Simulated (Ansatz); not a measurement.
# Ca (Fm-3m) in Ansatz: equation of state

Aim: energy against volume of Ca in PBEsol, for its equilibrium volume and stiffness.

All numbers are computed with Ansatz 0.2.0; they aren't measurements. Logs are shortened: lines on timing, memory, paths and dates and some standing lists are left out, and cuts for length are marked.

### 1 The structure

The structure is cubic, space group Fm-3m (No. 225). The conventional cell has a = 5.588 Å, b = 5.588 Å, c = 5.588 Å, α = 90.00°, β = 90.00°, γ = 90.00°. Around Ca (site symmetry m-3m) lie 12 Ca at 3.95 Å.

### 2 Equation of state, PBEsol

Potentials or basis: all-electron LAPW, scalar-relativistic.

No new run: the results of the series are fitted here.

Results:

- Equilibrium volume: 40.53 Å³/atom (rough: see the caveat)
- Bulk modulus: 17.8 GPa (rough)

Energy against volume, from the lowest point:
| volume (Å³/atom) | energy (meV/atom) |
| --- | --- |
| 41.014 | 0.00 |
| 41.886 | 2.10 |
| 42.759 | 6.02 |
| 43.632 | 11.58 |
| 44.504 | 18.69 |
| 45.377 | 27.18 |
| 46.250 | 36.94 |

Caveat: the minimum lies outside the volumes run.
